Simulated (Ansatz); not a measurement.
# Co (fcc): the equilibrium volume

Aim: the volume at which the pressure of Co (fcc) vanishes.

This is Co in the fcc structure; at room conditions it is hcp.

Method: DFT PBE, scalar-relativistic, plane waves, PAW, in Ansatz 0.2.0.

## Step 1: The system as given

It takes space group Fm-3m (No. 225, cubic). The conventional cell has a = 3.542 Å, b = 3.542 Å, c = 3.542 Å, α = 90.00°, β = 90.00°, γ = 90.00°. Co (site symmetry m-3m) is surrounded by 12 Co at 2.50 Å.

Coordinates:

```
CELL_PARAMETERS angstrom
0.00000 1.77085 1.77085
1.77085 0.00000 1.77085
1.77085 1.77085 0.00000
ATOMIC_POSITIONS crystal
Co 0.00000 0.00000 0.00000
```

Starting moments: Co 1.50 μB.

## Step 2: The first run

File input.yaml:

```yaml
crystal:
  lattice:
    - [0.0, 1.7708472648, 1.7708472648]
    - [1.7708472648, 0.0, 1.7708472648]
    - [1.7708472648, 1.7708472648, 0.0]
  atoms:
    - { symbol: Co, position: [0.0, 0.0, 0.0], spin: 1.5 }
basis:
  ecutwfc: 420
  ecutrho_ratio: 4
kpoints:
  mp_grid: { grid: [20, 20, 20] }
hamiltonian:
  xc: pbe
scf:
  occupations: { method: gaussian, width: 0.05 }
output:
  forces: true
  stress: true
  eigenvalues: true
  populations: true
magnetization:
  spin_polarized: true
```

Standard output, cut to the lines that bear on the results:

```text
Warning: RAYON_NUM_THREADS=2 ignored (pool sized by the plan → 2); use --threads N
[...]
Pseudopotentials: kind: paw
Pseudopotential: Co, paw, valence charge 17, recommended cutoff 420 eV (normal), Co.paw.azcp
Functional definition: PBE
[...]
Crystal: 1 atoms, lattice volume = 11.106 Å³
Basis set: ecut = 420 eV, 229 PW (Γ), exchange–correlation on 36×36×36 points (8 copies of the dense FFT grid, shifted against one another)
Bands: 14, of which v1, the nominal top of the filled ones, is band 9 counted from 1 (8 counted from 0)
Symmetry: 48 space group operations
Space group: Fm-3m (ITA 225), of the structure as read, at distance tolerance 2.2e-5 Å
Magnetic group: BNS 225.116 (UNI 1618), of the structure as read, at distance tolerance 2.2e-5 Å
k-points: 256 of 8000
[...]
Starting moments: Σ|m| = 1.5 μB on 1 of 1 site
[...]
SCF iter   1: F=—  HF=-5125.917467 eV  |F-HF|=—  |Δ(HF+E_count)|=         —  Δρ=1.44e-1 (↑1.20e-2 ↓1.44e-1)  dr2=1.33e0  dr2_m=5.41e-1  M=1.713 μB ∫|m|=1.788 μB  β_m=0.30  ethr=3.10e-3  ⟨swp⟩=5.6  Hψ=35682  notcnv=0
[...]
SCF iter  10: F=-5126.134642 eV  HF=-5126.134642 eV  |F-HF|=5.44e-10  |Δ(HF+E_count)|=  6.63e-10  Δρ=2.15e-6 (↑1.08e-6 ↓2.15e-6)  dr2=6.77e-10  dr2_m=3.48e-11  M=1.652 μB ∫|m|=1.807 μB  ethr=4.86e-12  ⟨swp⟩=4.2  Hψ=24729  notcnv=0
[...]
SCF converged after 10 iterations
Magnetization: 1.6523 μB (9.3262 up, 7.6738 down)
Absolute magnetization: 1.8074 μB (∫|ρ↑−ρ↓|, with the PAW one-centre terms)
Spin contamination: 0.0276 ħ² per cell (⟨S²⟩ above its minimum at these occupations)
Per-site moments (μB) at R_I (Å): [(1.7232439377048625, 1.0330469402432272)]
Free energy (F): -5126.134642 eV
[...]
E sigma→0 (E₀):  -5126.133894 eV
Entropy (-TS):   -0.001495 eV (-1.495 meV/atom)
Fermi energy:    18.293945 eV
[...]
--- Forces (eV/Å), atoms counted from 1 ---
  atom   1  Co    -0.00000000     0.00000000     0.00000000
[...]
--- Stress (GPa, compression-positive) ---
       -3.834767       0.000000       0.000000
        0.000000      -3.834767      -0.000000
        0.000000       0.000000      -3.834767
  P = ⅓ Tr σ = -3.8348 GPa (-38.348 kbar)
--- Band table (eV; the first three rows and the last of 512) ---
  k-point 0 ↑: bands = ["-77.8972", "-40.9795", "-40.9795", "-40.9795", "9.2782", "15.5775", "15.5775", "15.5775", "16.5784", "16.5784", "40.8819", "44.9472", "44.9472", "44.9472"]
[...]
--- Löwdin populations: 1 site ---
  site symbol       q [e]    m [muB]
     0     Co     16.7729     1.7177
  spilling = 0.013359 (of n_electrons = 17.000000)
```

Wall time 2.9 s (2 threads of an x86-64 CPU, shared host); peak memory 0.39 GiB.

In short: volume 11.106 Å³/atom, pressure -3.83 GPa, a metal on this mesh, moments in the atoms' spheres Co 1.72 μB.

## Step 3: Next volume: 10.822 Å³/atom

File input.yaml:

```yaml
crystal:
  lattice:
    - [0.0, 1.7556261719, 1.7556261719]
    - [1.7556261719, 0.0, 1.7556261719]
    - [1.7556261719, 1.7556261719, 0.0]
  atoms:
    - { symbol: Co, position: [0.0, 0.0, 0.0], spin: 1.9 }
basis:
  ecutwfc: 420
  ecutrho_ratio: 4
kpoints:
  mp_grid: { grid: [20, 20, 20] }
hamiltonian:
  xc: pbe
scf:
  occupations: { method: gaussian, width: 0.05 }
output:
  forces: true
  stress: true
  eigenvalues: true
  populations: true
magnetization:
  spin_polarized: true
```

Standard output, cut to the lines that bear on the results:

```text
Warning: RAYON_NUM_THREADS=2 ignored (pool sized by the plan → 2); use --threads N
[...]
[... 3 set-up lines as earlier in the session ...]
[...]
Crystal: 1 atoms, lattice volume = 10.822 Å³
Basis set: ecut = 420 eV, 181 PW (Γ), exchange–correlation on 36×36×36 points (8 copies of the dense FFT grid, shifted against one another)
Bands: 14, of which v1, the nominal top of the filled ones, is band 9 counted from 1 (8 counted from 0)
[... 2 set-up lines as earlier in the session ...]
Magnetic group: BNS 225.116 (UNI 1618), of the structure as read, at distance tolerance 2.2e-5 Å
k-points: 256 of 8000
[...]
Starting moments: Σ|m| = 1.9 μB on 1 of 1 site
[...]
Absolute magnetization: 1.7896 μB (∫|ρ↑−ρ↓|, with the PAW one-centre terms)
Spin contamination: 0.0262 ħ² per cell (⟨S²⟩ above its minimum at these occupations)
Per-site moments (μB) at R_I (Å): [(1.7093775973676137, 1.0241675163877322)]
Free energy (F): -5126.136699 eV
[...]
E sigma→0 (E₀):  -5126.135962 eV
Entropy (-TS):   -0.001475 eV (-1.475 meV/atom)
Fermi energy:    18.863295 eV
[...]
--- Forces (eV/Å), atoms counted from 1 ---
  atom   1  Co    -0.00000000     0.00000000     0.00000000
[...]
--- Stress (GPa, compression-positive) ---
        1.666297       0.000000       0.000000
        0.000000       1.666297      -0.000000
       -0.000000       0.000000       1.666297
  P = ⅓ Tr σ = 1.6663 GPa (16.663 kbar)
--- Band table (eV; the first three rows and the last of 512) ---
  k-point 0 ↑: bands = ["-77.3332", "-40.3997", "-40.3997", "-40.3997", "9.6995", "16.1145", "16.1145", "16.1145", "17.1681", "17.1681", "41.6666", "45.9338", "45.9338", "45.9338"]
[...]
--- Löwdin populations: 1 site ---
  site symbol       q [e]    m [muB]
     0     Co     16.7744     1.7046
  spilling = 0.013268 (of n_electrons = 17.000000)
```

Wall time 3.4 s (2 threads of an x86-64 CPU, shared host); peak memory 0.39 GiB.

In short: volume 10.822 Å³/atom, pressure 1.67 GPa, no gap, moments in the atoms' spheres Co 1.71 μB.

## Step 4: Volume 10.904 Å³/atom

File input.yaml:

```yaml
crystal:
  lattice:
    - [0.0, 1.760038812, 1.760038812]
    - [1.760038812, 0.0, 1.760038812]
    - [1.760038812, 1.760038812, 0.0]
  atoms:
    - { symbol: Co, position: [0.0, 0.0, 0.0], spin: 1.88 }
basis:
  ecutwfc: 420
  ecutrho_ratio: 4
kpoints:
  mp_grid: { grid: [20, 20, 20] }
hamiltonian:
  xc: pbe
scf:
  occupations: { method: gaussian, width: 0.05 }
output:
  forces: true
  stress: true
  eigenvalues: true
  populations: true
magnetization:
  spin_polarized: true
```

Standard output, cut to the lines that bear on the results:

```text
Warning: RAYON_NUM_THREADS=2 ignored (pool sized by the plan → 2); use --threads N
[...]
[... 3 set-up lines as earlier in the session ...]
[...]
Crystal: 1 atoms, lattice volume = 10.904 Å³
Basis set: ecut = 420 eV, 181 PW (Γ), exchange–correlation on 36×36×36 points (8 copies of the dense FFT grid, shifted against one another)
Bands: 14, of which v1, the nominal top of the filled ones, is band 9 counted from 1 (8 counted from 0)
[... 2 set-up lines as earlier in the session ...]
Magnetic group: BNS 225.116 (UNI 1618), of the structure as read, at distance tolerance 2.2e-5 Å
k-points: 256 of 8000
[...]
Starting moments: Σ|m| = 1.88 μB on 1 of 1 site
[...]
Absolute magnetization: 1.7946 μB (∫|ρ↑−ρ↓|, with the PAW one-centre terms)
Spin contamination: 0.0266 ħ² per cell (⟨S²⟩ above its minimum at these occupations)
Per-site moments (μB) at R_I (Å): [(1.7133146394926089, 1.02674168777129)]
Free energy (F): -5126.137117 eV
[...]
E sigma→0 (E₀):  -5126.136385 eV
Entropy (-TS):   -0.001464 eV (-1.464 meV/atom)
Fermi energy:    18.696101 eV
[...]
--- Forces (eV/Å), atoms counted from 1 ---
  atom   1  Co    -0.00000000     0.00000000     0.00000000
[...]
--- Stress (GPa, compression-positive) ---
       -0.007162       0.000000       0.000000
       -0.000000      -0.007162      -0.000000
        0.000000      -0.000000      -0.007162
  P = ⅓ Tr σ = -0.0072 GPa (-0.072 kbar)
--- Band table (eV; the first three rows and the last of 512) ---
  k-point 0 ↑: bands = ["-77.4985", "-40.5699", "-40.5699", "-40.5699", "9.5756", "15.9571", "15.9571", "15.9571", "16.9952", "16.9952", "41.4370", "45.6473", "45.6473", "45.6473"]
[...]
--- Löwdin populations: 1 site ---
  site symbol       q [e]    m [muB]
     0     Co     16.7740     1.7083
  spilling = 0.013294 (of n_electrons = 17.000000)
```

It took 3.8 s on 2 threads of an x86-64 CPU, shared host; peak memory 0.38 GiB.

Read off: volume 10.904 Å³/atom, pressure -0.01 GPa, no gap, moments in the atoms' spheres Co 1.71 μB.

## Step 5: The way to zero pressure

| step | level | mesh | relaxed | volume (Å³/atom) | pressure (GPa) |
| --- | --- | --- | --- | --- | --- |
| 2 | PBE | 20×20×20 | nothing | 11.106 | -3.83 |
| 3 | PBE | 20×20×20 | nothing | 10.822 | 1.67 |
| 4 | PBE | 20×20×20 | nothing | 10.904 | -0.01 |

The cell before and after:

| cell as typed | before | after | change |
| --- | --- | --- | --- |
| a (Å) | 2.504 | 2.489 | -0.6 % |
| b (Å) | 2.504 | 2.489 | -0.6 % |
| c (Å) | 2.504 | 2.489 | -0.6 % |
| volume (Å³/atom) | 11.106 | 10.904 | -1.8 % |
| shortest distance (Å) | 2.504 | 2.489 | -0.6 % |
| space group | Fm-3m | Fm-3m | same |

## Step 6: Summary of results

```
               quantity                                                                      value
                 volume                                                             10.904 Å³/atom
               pressure                                                                  -0.01 GPa
      conventional cell  a = 3.520 Å, b = 3.520 Å, c = 3.520 Å, α = 90.00°, β = 90.00°, γ = 90.00°
        gap on the mesh                                                               none (metal)
spin moments in spheres                                                                 Co 1.71 μB
```

What this shows: From the first run shown, the volume went from 11.11 to 10.90 Å³/atom (-1.8 %) in 3 runs, where the pressure is zero within 0.01 GPa.
